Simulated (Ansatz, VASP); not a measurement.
## Two plane-wave programs on MgB2

File POSCAR:

```
MgB2
1.0
    3.0364562238      0.0000000000      0.0000000000
   -1.5182281119      2.6296482272      0.0000000000
    0.0000000000      0.0000000000      3.4519174202
Mg B
1 2
Direct
    0.0000000000      0.0000000000      0.0000000000
    0.3333333333      0.6666666667      0.5000000000
    0.6666666667      0.3333333333      0.5000000000
```

Contents of INCAR.step1:

```
SYSTEM = MgB2
ALGO = Normal
EDIFF = 1E-4
ENCUT = 520
GGA = PE
ISMEAR = -1
LASPH = .TRUE.
LCHARG = .FALSE.
LREAL = .FALSE.
LWAVE = .TRUE.
NBANDS = 11
NELM = 100
PREC = Accurate
SIGMA = 0.1
```

INCAR.step2

```
SYSTEM = MgB2
ALGO = Normal
EDIFF = 1E-6
ENCUT = 520
ISIF = 2
ISMEAR = -1
ISTART = 1
LASPH = .TRUE.
LCHARG = .TRUE.
LELF = .TRUE.
LMIXTAU = .TRUE.
LREAL = .FALSE.
LVHAR = .TRUE.
LWAVE = .FALSE.
METAGGA = R2SCAN
NBANDS = 11
NELM = 100
PREC = Accurate
SIGMA = 0.1
```

KPOINTS

```
k-points
0
G
  15 15 12
  0 0 0
```

Input for Ansatz:

```yaml
crystal:
  lattice:
    - [3.0364562238, 0.0, 0.0]
    - [-1.5182281119, 2.6296482272, 0.0]
    - [0.0, 0.0, 3.4519174202]
  atoms:
    - { symbol: Mg, position: [0.0, 0.0, 0.0] }
    - { symbol: B, position: [0.3333333333, 0.6666666667, 0.5] }
    - { symbol: B, position: [0.6666666667, 0.3333333333, 0.5] }
basis:
  ecutwfc: 500
kpoints:
  mp_grid: { grid: [15, 15, 12] }
  band_path:
    path:
      - [[0.0, 0.0, 0.0], [0.5, 0.0, 0.0], [0.33333333, 0.33333333, 0.0], [0.0, 0.0, 0.0], [0.0, 0.0, 0.5], [0.5, 0.0, 0.5], [0.33333333, 0.33333333, 0.5], [0.0, 0.0, 0.5]]
      - [[0.5, 0.0, 0.5], [0.5, 0.0, 0.0]]
      - [[0.33333333, 0.33333333, 0.5], [0.33333333, 0.33333333, 0.0]]
    npoints: 12
hamiltonian:
  xc: r2scan
scf:
  occupations: { method: fermi_dirac, width: 0.1 }
  n_extra_bands: 6
output:
  forces: true
  stress: true
  eigenvalues: true
```

Alike in both runs: task single point; functional r2SCAN; k mesh 15 × 15 × 12; occupations fermi-dirac, width 0.1 eV; no spin polarisation.

```csv
,VASP,Ansatz
version,VASP 6.6.1,Ansatz 0.2.0
potentials or method,"VASP PAW PBE potentials, release 64 (Mg, B)","scalar-relativistic, plane waves, PAW"
plane-wave cutoff (eV),520,500
valence electrons in the cell,8,16
```

|  | VASP | Ansatz | Ansatz less VASP |
| --- | --- | --- | --- |
| gap on the k mesh at the Fermi level (eV) | none | none | - |
| pressure (GPa) | 5.8 | 6.2 | +0.40 |
| largest component of the traceless stress (GPa) | 0.26 | 0.00 | -0.257 |

A gap of «none» marks a metal or a gap that the smearing closes. The functional is the same, so the differences come from potentials, cutoffs and numerics. The two sets of potentials don't hold the same shells in valence.

Caveats: the PAW data sets were made with another functional, which shifts forces and pressure a little (VASP).
